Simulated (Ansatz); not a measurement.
# TiSi2: an internal coordinate against the cell, part 2 of 2

A grid of calculations on TiSi₂ (Immm, No. 71; 3 atoms in the cell), to see where the energy is lowest and how it rises around there.

Ansatz 0.2.0; DFT LDA, scalar-relativistic, plane waves, PAW. Earlier steps stand in the parts before.

**6. The grid**

Atoms count from 1 in the order of the input.

The energy is mapped over a free internal coordinate and the cell.

First coordinate, shift of Si2 along [0 0 1], its symmetry partners moved as symmetry demands (measured in the relaxed cell): 7 values from −0.15 Å. Second coordinate, volume per atom at fixed shape: 7 values from 12.44 to 14.60 Å³.

Nothing else is relaxed (all other coordinates fixed). Energies count from the relaxed crystal. Points are written as (first, second).

Of the runs on the grid, 8 are shown in the steps below; the others differ only in the two coordinates.

**7. Point (0.05 Å, 13.88 Å³)**

Contents of input.yaml:

```yaml
crystal:
  lattice:
    - [-1.4669074091, 1.7000700607, 4.1739757138]
    - [1.4669074091, -1.7000700607, 4.1739757138]
    - [1.4669074091, 1.7000700607, -4.1739757138]
  atoms:
    - { symbol: Ti, position: [0.0, 0.0, 0.0] }
    - { symbol: Si, position: [0.3369712579, 0.3369712579, 0.0] }
    - { symbol: Si, position: [0.6630287421, 0.6630287421, 0.0] }
basis:
  ecutwfc: 520.0
kpoints:
  mp_grid: { grid: [18, 18, 18] }
hamiltonian:
  xc: lda
  pseudopotentials: { kind: paw, azcp: { folder: soft_1 } }
scf:
  occupations: { method: gaussian, width: 0.15 }
output:
  forces: true
  stress: true
  eigenvalues: true
```

Launch:

```sh
ansatz run input.yaml --threads 2 --pin off --max-ram 4096MiB --backend cpu --events-out ev --progress --plain --runs-dir out
```

What it wrote, shortened:

```text
Warning: <dir> the record states the generating functional pbe (its physics header spells it `PBE`), which answers neither for hamiltonian.xc's functional nor for the lda family's — results may be inconsistent (PPs are generated against a specific XC)
[...]
Warning: RAYON_NUM_THREADS=2 ignored (pool sized by the plan → 2); use --threads N
[...]
Pseudopotentials: kind: paw
Pseudopotential: Ti, paw, valence charge 12, recommended cutoff 420 eV (normal), <dir>
Pseudopotential: Si, paw, valence charge 4, recommended cutoff 420 eV (normal), <dir>
Functional definition: SPW92
[...]
--- Forces (eV/Å), atoms counted from 1 ---
  atom   1  Ti    -0.00000000     0.00000000    -0.00000000
  atom   2  Si     0.00000000     0.00000000    -0.43270434
  atom   3  Si    -0.00000000     0.00000000     0.43270434
[...]
--- Stress (GPa, compression-positive) ---
       -3.432851      -0.000000       0.000000
       -0.000000      -2.033612      -0.000000
        0.000000      -0.000000      -4.085783
  P = ⅓ Tr σ = -3.1841 GPa (-31.841 kbar)
--- Band table (eV; the first three rows and the last of 865) ---
  k-point 0: bands = ["-43.1821", "-19.8378", "-19.8238", "-19.5561", "-0.0983", "7.3881", "8.3233", "10.4315", "11.6445", "13.2131", "14.7374", "14.8406", "15.3055", "16.2918"]
[...]
```

It took 46 s on 2 threads of Arm Neoverse N1, shared host; peak memory 0.8 GiB.

Energy on the map's scale: 11 meV/atom.

**8. Point (−0.15 Å, 12.44 Å³)**

Contents of input.yaml:

```yaml
crystal:
  lattice:
    - [-1.4142358918, 1.6390264877, 4.0241028366]
    - [1.4142358918, -1.6390264877, 4.0241028366]
    - [1.4142358918, 1.6390264877, -4.0241028366]
  atoms:
    - { symbol: Ti, position: [0.0, 0.0, 0.0] }
    - { symbol: Si, position: [0.3128021428, 0.3128021428, 0.0] }
    - { symbol: Si, position: [0.6871978572, 0.6871978572, 0.0] }
basis:
  ecutwfc: 520.0
kpoints:
  mp_grid: { grid: [18, 18, 18] }
hamiltonian:
  xc: lda
  pseudopotentials: { kind: paw, azcp: { folder: soft_1 } }
scf:
  occupations: { method: gaussian, width: 0.15 }
output:
  forces: true
  stress: true
  eigenvalues: true
```

Launch:

```sh
ansatz run input.yaml --threads 2 --pin off --max-ram 4096MiB --backend cpu --events-out ev --progress --plain --runs-dir out
```

What it wrote, shortened:

```text
[...]
SCF converged after 7 iterations
Free energy (F): -3668.691886 eV
[...]
E sigma→0 (E₀):  -3668.682475 eV
Entropy (-TS):   -0.018821 eV (-6.274 meV/atom)
Fermi energy:    14.213362 eV
[...]
--- Forces (eV/Å), atoms counted from 1 ---
  atom   1  Ti     0.00000000     0.00000000     0.00000000
  atom   2  Si     0.00000000    -0.00000000     1.89922473
  atom   3  Si    -0.00000000     0.00000000    -1.89922473
[...]
--- Stress (GPa, compression-positive) ---
       17.368723      -0.000000       0.000000
       -0.000000      14.344130      -0.000000
        0.000000      -0.000000      21.854382
  P = ⅓ Tr σ = 17.8557 GPa (178.557 kbar)
--- Band table (eV; the first three rows and the last of 865) ---
  k-point 0: bands = ["-41.2299", "-17.9402", "-17.8548", "-17.5597", "0.3490", "9.5738", "10.1531", "11.2265", "13.5010", "14.5819", "15.7683", "16.9809", "18.4585", "18.4640"]
[...]
```

Wall time 28 s (2 threads of Arm Neoverse N1, shared host); peak memory 0.74 GiB.

That is 137 meV/atom from the zero.

**9. Point (−0.15 Å, 13.88 Å³)**

input.yaml, as its differences from that of step 8:

```diff
@@ -2,5 +2,5 @@
   lattice:
-    - [-1.4142358918, 1.6390264877, 4.0241028366]
-    - [1.4142358918, -1.6390264877, 4.0241028366]
-    - [1.4142358918, 1.6390264877, -4.0241028366]
+    - [-1.4669074091, 1.7000700607, 4.1739757138]
+    - [1.4669074091, -1.7000700607, 4.1739757138]
+    - [1.4669074091, 1.7000700607, -4.1739757138]
   atoms:
```

Launch:

```sh
ansatz run input.yaml --threads 2 --pin off --max-ram 4096MiB --backend cpu --events-out ev --progress --plain --runs-dir out
```

What it wrote, shortened:

```text
Warning: <dir> the record states the generating functional pbe (its physics header spells it `PBE`), which answers neither for hamiltonian.xc's functional nor for the lda family's — results may be inconsistent (PPs are generated against a specific XC)
[...]
Warning: RAYON_NUM_THREADS=2 ignored (pool sized by the plan → 2); use --threads N
[...]
[... 4 set-up lines as earlier in the session ...]
[...]
--- Forces (eV/Å), atoms counted from 1 ---
  atom   1  Ti     0.00000000     0.00000000    -0.00000000
  atom   2  Si     0.00000000     0.00000000     1.39065736
  atom   3  Si    -0.00000000     0.00000000    -1.39065736
[...]
--- Stress (GPa, compression-positive) ---
       -0.311805      -0.000000       0.000000
       -0.000000      -5.786381      -0.000000
        0.000000      -0.000000      -0.422688
  P = ⅓ Tr σ = -2.1736 GPa (-21.736 kbar)
--- Band table (eV; the first three rows and the last of 865) ---
  k-point 0: bands = ["-43.2480", "-19.8934", "-19.8575", "-19.6191", "-0.5702", "8.2946", "8.4346", "9.7656", "11.9544", "12.8086", "13.9064", "14.9367", "16.2182", "16.2270"]
[...]
```

Run time: 30 s. Hardware: 2 threads of Arm Neoverse N1, shared host; peak memory 0.79 GiB.

That is 74 meV/atom from the zero.

**10. Grid point (−0.05 Å, 12.80 Å³)**

Contents of input.yaml:

```yaml
crystal:
  lattice:
    - [-1.4277517468, 1.6546906668, 4.0625611948]
    - [1.4277517468, -1.6546906668, 4.0625611948]
    - [1.4277517468, 1.6546906668, -4.0625611948]
  atoms:
    - { symbol: Ti, position: [0.0, 0.0, 0.0] }
    - { symbol: Si, position: [0.3248867003, 0.3248867003, 0.0] }
    - { symbol: Si, position: [0.6751132997, 0.6751132997, 0.0] }
basis:
  ecutwfc: 520.0
kpoints:
  mp_grid: { grid: [18, 18, 18] }
hamiltonian:
  xc: lda
  pseudopotentials: { kind: paw, azcp: { folder: soft_1 } }
scf:
  occupations: { method: gaussian, width: 0.15 }
output:
  forces: true
  stress: true
  eigenvalues: true
```

Launch:

```sh
ansatz run input.yaml --threads 2 --pin off --max-ram 4096MiB --backend cpu --events-out ev --progress --plain --runs-dir out
```

What it wrote, shortened:

```text
[...]
SCF converged after 7 iterations
Free energy (F): -3669.016442 eV
[...]
E sigma→0 (E₀):  -3669.008733 eV
Entropy (-TS):   -0.015418 eV (-5.139 meV/atom)
Fermi energy:    13.655322 eV
[...]
--- Forces (eV/Å), atoms counted from 1 ---
  atom   1  Ti     0.00000000    -0.00000000     0.00000000
  atom   2  Si     0.00000000     0.00000000     0.54016093
  atom   3  Si     0.00000000     0.00000000    -0.54016093
[...]
--- Stress (GPa, compression-positive) ---
        9.281681       0.000000       0.000000
        0.000000       8.402740       0.000000
        0.000000       0.000000      11.085322
  P = ⅓ Tr σ = 9.5899 GPa (95.899 kbar)
--- Band table (eV; the first three rows and the last of 865) ---
  k-point 0: bands = ["-41.7250", "-18.4151", "-18.3670", "-18.0672", "0.3664", "8.7405", "9.6926", "11.1934", "12.9436", "14.3443", "15.7242", "16.3456", "17.4249", "17.9346"]
[...]
```

Wall time 31 s (2 threads of Arm Neoverse N1, shared host); peak memory 0.76 GiB.

On the map this point reads 28 meV/atom.

**11. Grid point (−0.10 Å, 12.44 Å³)**

Contents of input.yaml:

```yaml
crystal:
  lattice:
    - [-1.4142358918, 1.6390264877, 4.0241028366]
    - [1.4142358918, -1.6390264877, 4.0241028366]
    - [1.4142358918, 1.6390264877, -4.0241028366]
  atoms:
    - { symbol: Ti, position: [0.0, 0.0, 0.0] }
    - { symbol: Si, position: [0.3188444216, 0.3188444216, 0.0] }
    - { symbol: Si, position: [0.6811555784, 0.6811555784, 0.0] }
basis:
  ecutwfc: 520.0
kpoints:
  mp_grid: { grid: [18, 18, 18] }
hamiltonian:
  xc: lda
  pseudopotentials: { kind: paw, azcp: { folder: soft_1 } }
scf:
  occupations: { method: gaussian, width: 0.15 }
output:
  forces: true
  stress: true
  eigenvalues: true
```

Launch:

```sh
ansatz run input.yaml --threads 2 --pin off --max-ram 4096MiB --backend cpu --events-out ev --progress --plain --runs-dir out
```

What it wrote, shortened:

```text
Warning: <dir> the record states the generating functional pbe (its physics header spells it `PBE`), which answers neither for hamiltonian.xc's functional nor for the lda family's — results may be inconsistent (PPs are generated against a specific XC)
[...]
Warning: RAYON_NUM_THREADS=2 ignored (pool sized by the plan → 2); use --threads N
[...]
[... 4 set-up lines as earlier in the session ...]
[...]
--- Forces (eV/Å), atoms counted from 1 ---
  atom   1  Ti    -0.00000000     0.00000000     0.00000000
  atom   2  Si     0.00000000    -0.00000000     1.23595014
  atom   3  Si    -0.00000000     0.00000000    -1.23595014
[...]
--- Stress (GPa, compression-positive) ---
       15.517123      -0.000000       0.000000
       -0.000000      14.000933      -0.000000
        0.000000      -0.000000      19.413767
  P = ⅓ Tr σ = 16.3106 GPa (163.106 kbar)
--- Band table (eV; the first three rows and the last of 865) ---
  k-point 0: bands = ["-41.2085", "-17.9159", "-17.8437", "-17.5384", "0.4867", "9.3243", "10.1664", "11.4103", "13.4310", "14.7071", "15.9837", "16.9386", "18.2571", "18.5070"]
[...]
```

Wall time 29 s (2 threads of Arm Neoverse N1, shared host); peak memory 0.75 GiB.

That is 86 meV/atom from the zero.

**12. Point (0.00 Å, 13.88 Å³)**

Contents of input.yaml:

```yaml
crystal:
  lattice:
    - [-1.4669074091, 1.7000700607, 4.1739757138]
    - [1.4669074091, -1.7000700607, 4.1739757138]
    - [1.4669074091, 1.7000700607, -4.1739757138]
  atoms:
    - { symbol: Ti, position: [0.0, 0.0, 0.0] }
    - { symbol: Si, position: [0.3309289791, 0.3309289791, 0.0] }
    - { symbol: Si, position: [0.6690710209, 0.6690710209, 0.0] }
basis:
  ecutwfc: 520.0
kpoints:
  mp_grid: { grid: [18, 18, 18] }
hamiltonian:
  xc: lda
  pseudopotentials: { kind: paw, azcp: { folder: soft_1 } }
scf:
  occupations: { method: gaussian, width: 0.15 }
output:
  forces: true
  stress: true
  eigenvalues: true
```

Launch:

```sh
ansatz run input.yaml --threads 2 --pin off --max-ram 4096MiB --backend cpu --events-out ev --progress --plain --runs-dir out
```

What it wrote, shortened:

```text
[...]
SCF converged after 7 iterations
Free energy (F): -3669.088620 eV
[...]
E sigma→0 (E₀):  -3669.080794 eV
Entropy (-TS):   -0.015651 eV (-5.217 meV/atom)
Fermi energy:    12.381795 eV
[...]
--- Forces (eV/Å), atoms counted from 1 ---
  atom   1  Ti     0.00000000     0.00000000     0.00000000
  atom   2  Si     0.00000000     0.00000000     0.01480659
  atom   3  Si    -0.00000000     0.00000000    -0.01480659
[...]
--- Stress (GPa, compression-positive) ---
       -3.470542      -0.000000       0.000000
       -0.000000      -3.998877      -0.000000
        0.000000      -0.000000      -4.065295
  P = ⅓ Tr σ = -3.8449 GPa (-38.449 kbar)
--- Band table (eV; the first three rows and the last of 865) ---
  k-point 0: bands = ["-43.1932", "-19.8461", "-19.8253", "-19.5629", "-0.1965", "7.6053", "8.3528", "10.2781", "11.7442", "13.1302", "14.5854", "14.8068", "15.6016", "16.2858"]
[...]
```

It took 33 s on 2 threads of Arm Neoverse N1, shared host; peak memory 0.79 GiB.

On the map this point reads 4.4 meV/atom.

**13. The run at (−0.10 Å, 13.88 Å³)**

input.yaml, as its differences from that of step 12:

```diff
@@ -7,4 +7,4 @@
     - { symbol: Ti, position: [0.0, 0.0, 0.0] }
-    - { symbol: Si, position: [0.3309289791, 0.3309289791, 0.0] }
-    - { symbol: Si, position: [0.6690710209, 0.6690710209, 0.0] }
+    - { symbol: Si, position: [0.3188444216, 0.3188444216, 0.0] }
+    - { symbol: Si, position: [0.6811555784, 0.6811555784, 0.0] }
 basis:
@@ -22 +22,5 @@
   eigenvalues: true
+  write_density: true
+  write_potential: true
+  elf: true
+  volumetric_format: npy
```

Launch:

```sh
ansatz run input.yaml --threads 2 --pin off --max-ram 4096MiB --backend cpu --events-out ev --progress --plain --runs-dir out
```

What it wrote:

```text
[... 34 lines left out ...]
SCF 1 converged in 7 iterations: F = -3668.995233 eV  dr2 = 1.43e-8
SCF converged after 7 iterations
Free energy (F): -3668.995233 eV
Harris-Foulkes:  -3668.995233 eV  (|F-HF|=8.72e-9)
Internal energy: -3668.977469 eV  (E = F + TS)
E sigma→0 (E₀):  -3668.986351 eV
Entropy (-TS):   -0.017764 eV (-5.921 meV/atom)
Fermi energy:    12.467794 eV
--- Per-component energies (eV) ---
  E_band       = -107.228788
  E_kinetic    = 368.386404
  E_local      = -1064.152937  (includes V_loc(G=0)·N_el)
  E_nonlocal   = 111.815155
  E_hartree    = 450.618361
  E_xc         = -231.043786
  E_vxc        = -246.244935  (∫ρ·V_xc dr)
  E_paw        = -1963.377817  (= ΣΔE_a)
  E_vpaw       = -178.273201  (= ΣTr[D̂ρ^β])
  E_aug_tail   = -0.000004  (compensation charges beyond the density's cutoff)
  E_ewald      = -1341.717458
  E_core_change = 0.494612  (= ΣΔE_core)
  E_smearing   = -0.017764  (= −TS)
  E_closure    = 0.000000  (closes the sum)
  Σ components = -3668.995233   (vs F -3668.995233, Δ=0.00e0)
--- Forces (eV/Å), atoms counted from 1 ---
  atom   1  Ti     0.00000000     0.00000000    -0.00000000
  atom   2  Si     0.00000000     0.00000000     0.92154361
  atom   3  Si    -0.00000000     0.00000000    -0.92154361
  max |Σ_I F_I| component: 5.03e-30 eV/Å
--- Stress (GPa, compression-positive) ---
       -1.952516      -0.000000       0.000000
       -0.000000      -5.875274      -0.000000
        0.000000      -0.000000      -2.102065
  P = ⅓ Tr σ = -3.3100 GPa (-33.100 kbar)
--- Band table (eV; the first three rows and the last of 865) ---
  k-point 0: bands = ["-43.2314", "-19.8782", "-19.8468", "-19.6002", "-0.4384", "8.0620", "8.4097", "9.9419", "11.8960", "12.9250", "14.1161", "14.9017", "16.1597", "16.2487"]
  k-point 1: bands = ["-43.2300", "-19.8766", "-19.8487", "-19.6111", "-0.3454", "8.1416", "8.3528", "9.8422", "11.9006", "12.6362", "14.3165", "14.5792", "16.2218", "16.3314"]
  k-point 2: bands = ["-43.2259", "-19.8719", "-19.8540", "-19.6421", "-0.0681", "8.1732", "8.3633", "9.6349", "11.9158", "11.9867", "13.9074", "14.6667", "16.1609", "16.5090"]
  k-point 864: bands = ["-43.2311", "-19.8912", "-19.8477", "-19.6007", "0.5470", "4.0715", "10.7749", "11.0414", "11.8423", "12.9657", "14.3959", "14.5272", "14.9640", "16.2036"]
```

It took 51 s on 2 threads of Arm Neoverse N1, shared host; peak memory 0.8 GiB.

Axes a, b and c in the maps are those of this run's conventional cell (a, b, c = 2.934, 3.400, 8.348 Å).

Density in a lattice plane of the grid's cell (edges 2.93 and 8.35 Å, at 0.000 of the third edge), which holds Ti and Si.

Ten even steps from ' ' (0.16 e/Å³) to '@' (12.20 e/Å³):
```
++--          --
                
                
                
                
                
                
                
                
                
                
                
                
                
                
                
                
                
++--          --
@@**..      ..**
```
Columns run along the first of these edges and rows up along the second, over one cell in 8 and 20 even steps from the bottom left corner. Atoms in the plane (fractional): Ti at (0.00, 0.00), Si at (0.00, 0.32), Si at (0.00, 0.68).

ELF in the same plane.

Ten even steps from '0' (0.12) to '9' (0.74):
```
99314139
42024201
32223222
99521259
67620267
53542453
54775774
68986898
77655567
44333334
77655567
68986898
54775774
53542453
67620267
99521259
32223222
41024202
99314139
69714179
```
Columns run along the first of these edges and rows up along the second, over one cell in 8 and 20 even steps from the bottom left corner. Atoms in the plane (fractional): Ti at (0.00, 0.00), Si at (0.00, 0.32), Si at (0.00, 0.68).

Both are smooth fields of the valence electrons: close to the nuclei they are not physical.

Maxima of ELF outside the ion cores: 0.77 beside Si, off the lines to its neighbours, 0.9 Å from Si; 0.75 on the Si–Ti line, 0.9 Å from Si.

That is 36 meV/atom from the zero.

**14. Grid point (0.00 Å, 12.44 Å³)**

Contents of input.yaml:

```yaml
crystal:
  lattice:
    - [-1.4142358918, 1.6390264877, 4.0241028366]
    - [1.4142358918, -1.6390264877, 4.0241028366]
    - [1.4142358918, 1.6390264877, -4.0241028366]
  atoms:
    - { symbol: Ti, position: [0.0, 0.0, 0.0] }
    - { symbol: Si, position: [0.3309289791, 0.3309289791, 0.0] }
    - { symbol: Si, position: [0.6690710209, 0.6690710209, 0.0] }
basis:
  ecutwfc: 520.0
kpoints:
  mp_grid: { grid: [18, 18, 18] }
hamiltonian:
  xc: lda
  pseudopotentials: { kind: paw, azcp: { folder: soft_1 } }
scf:
  occupations: { method: gaussian, width: 0.15 }
output:
  forces: true
  stress: true
  eigenvalues: true
```

Launch:

```sh
ansatz run input.yaml --threads 2 --pin off --max-ram 4096MiB --backend cpu --events-out ev --progress --plain --runs-dir out
```

What it wrote, shortened:

```text
Warning: <dir> the record states the generating functional pbe (its physics header spells it `PBE`), which answers neither for hamiltonian.xc's functional nor for the lda family's — results may be inconsistent (PPs are generated against a specific XC)
[...]
Warning: RAYON_NUM_THREADS=2 ignored (pool sized by the plan → 2); use --threads N
[...]
[... 4 set-up lines as earlier in the session ...]
[...]
--- Forces (eV/Å), atoms counted from 1 ---
  atom   1  Ti    -0.00000000     0.00000000     0.00000000
  atom   2  Si     0.00000000    -0.00000000    -0.08022482
  atom   3  Si    -0.00000000     0.00000000     0.08022482
[...]
--- Stress (GPa, compression-positive) ---
       14.146690      -0.000000       0.000000
       -0.000000      15.968911      -0.000000
        0.000000      -0.000000      16.198209
  P = ⅓ Tr σ = 15.4379 GPa (154.379 kbar)
--- Band table (eV; the first three rows and the last of 865) ---
  k-point 0: bands = ["-41.1614", "-17.8678", "-17.8235", "-17.4958", "0.7450", "8.8322", "10.1821", "11.7643", "13.2523", "14.9318", "16.4579", "16.8258", "17.7153", "18.5717"]
[...]
```

Run time: 29 s. Hardware: 2 threads of Arm Neoverse N1, shared host; peak memory 0.75 GiB.

On the map this point reads 48 meV/atom.

**15. All points together**

49 points were computed. Energies in meV/atom, from the relaxed crystal:

```csv
"volume per atom at fixed shape (Å³) ↓, shift of Si2 along [0 0 1], its symmetry partners moved alike (measured in the relaxed cell) (Å) →",−0.15,−0.10,−0.05,0.00,0.05,0.10,0.15
14.60,100,65,45,36,41,57,87
14.24,83,47,25,17,22,42,76
13.88,74,36,12,4,11,34,72
13.52,74,32,8,0,9,34,77
13.16,83,39,13,5,15,44,91
12.80,104,56,28,21,32,64,117
12.44,137,86,57,48,62,98,156
```

On the same grid, largest force on an atom (eV/Å):

```tsv
volume per atom at fixed shape (Å³) ↓, shift of Si2 along [0 0 1], its symmetry partners moved alike (measured in the relaxed cell) (Å) →	−0.15	−0.10	−0.05	0.00	0.05	0.10	0.15
14.60	1.19	0.80	0.42	0.06	0.30	0.67	1.07
14.24	1.29	0.86	0.44	0.04	0.36	0.78	1.22
13.88	1.39	0.92	0.46	0.01	0.43	0.89	1.39
13.52	1.50	0.99	0.48	0.01	0.51	1.02	1.57
13.16	1.62	1.06	0.51	0.03	0.58	1.15	1.76
12.80	1.75	1.15	0.54	0.06	0.67	1.29	1.97
12.44	1.90	1.24	0.57	0.08	0.75	1.45	2.19
```

The pressure (GPa) at each point:

| volume per atom at fixed shape (Å³) ↓, shift of Si2 along [0 0 1], its symmetry partners moved alike (measured in the relaxed cell) (Å) → | −0.15 | −0.10 | −0.05 | 0.00 | 0.05 | 0.10 | 0.15 |
| --- | --- | --- | --- | --- | --- | --- | --- |
| 14.60 | −8.7 | −9.7 | −10.1 | −10.1 | −9.5 | −8.3 | −6.5 |
| 14.24 | −5.7 | −6.7 | −7.2 | −7.2 | −6.6 | −5.3 | −3.4 |
| 13.88 | −2.2 | −3.3 | −3.9 | −3.8 | −3.2 | −1.9 | 0.2 |
| 13.52 | 1.8 | 0.6 | 0.0 | 0.0 | 0.7 | 2.1 | 4.2 |
| 13.16 | 6.5 | 5.1 | 4.5 | 4.4 | 5.2 | 6.6 | 8.9 |
| 12.80 | 11.8 | 10.3 | 9.6 | 9.6 | 10.3 | 11.9 | 14.3 |
| 12.44 | 17.9 | 16.3 | 15.5 | 15.4 | 16.2 | 17.9 | 20.4 |

**16. Outcome**

This closing draws on all 2 parts. Changes of volume or cell count from the first structure of part 1.

| quantity | value |
| --- | --- |
| relaxed cell (conventional) | a = 2.908 Å, b = 3.370 Å, c = 8.275 Å, α = 90.00°, β = 90.00°, γ = 90.00° |
| space group (0.01 Å) | Immm (No. 71) |
| volume | 13.52 Å³/atom |
| lowest point | (0.00 Å, 13.52 Å³), 0 meV/atom |
| highest computed point | (0.15 Å, 12.44 Å³), 156 meV/atom above the lowest |
| largest force on an atom (eV/Å) | 0.01 at (0.00 Å, 13.52 Å³) to 2.19 at (0.15 Å, 12.44 Å³); 0.01 at the lowest point |
| pressure (GPa) | −10.1 at (−0.05 Å, 14.60 Å³) to 20.4 at (0.15 Å, 12.44 Å³); 0.0 at the lowest point |
| time for all points | 28 min on 2 threads, shared host |
| step 5, run with ecutwfc 58.8 Ry (against step 4) | -0.4 meV/atom |

In words: Relaxation lowered the volume by 4.5 %. The lowest computed point is at (0.00 Å, 13.52 Å³), which is the relaxed crystal itself. No other kind of well shows on this grid. The highest computed point, (0.15 Å, 12.44 Å³), lies 156 meV/atom above the lowest. Round the minimum the two coordinates are nearly uncoupled.
